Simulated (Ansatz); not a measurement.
## ZnSe: what the electron mass says about interband coupling

The calculation used DFT PBEsol, scalar-relativistic, plane waves, PAW (Ansatz 0.2.0).

Cutoff 420 eV; k points 8×8×8 on the computed 2-atom cell (Γ-centred); Gaussian smearing, width 0.02 eV; no spin polarisation.

Relaxed cell: F-43m, a = 5.633 Å, b = 5.633 Å, c = 5.633 Å, α = 90.00°, β = 90.00°, γ = 90.00°, 2 atoms in the primitive cell.

The direct gap at Γ is 1.239 eV, and at Γ the conduction band has a mass of 0.0923 mₑ and the lightest hole 0.0971 mₑ, both along x.

**Question.** Use two-band k·p theory to get the Kane energy. As an exercise, what mass follows if the true gap is 1.5 times the computed one (semilocal functionals can miss by more, threefold or worse in zinc and cadmium oxides)?

**Answer.** Coupling to the valence top alone gives mₑ/m* = 1 + E_P/E_g, so E_P = E_g (mₑ/m* − 1) = 1.239 × (10.83 − 1) = 12.2 eV. The light hole is the mirror band, mₑ/mₗₕ = E_P/E_g − 1, and gives 14.0 eV; the spread shows what other bands add. Fits to experiment give about 15 to 31 eV for common tetrahedral semiconductors; the figure from the electron is a net one, lowered by higher conduction bands, and semilocal functionals tend to give less. With E_P fixed and E_g = 1.86 eV the mass becomes 0.132 mₑ: in this model the mass grows with the gap, in proportion where E_P ≫ E_g, which is why functionals that close gaps give light electrons. A correction that opens the gap also strengthens the coupling, so the true mass usually rises less. Remote bands and spin-orbit splitting are left out of the model.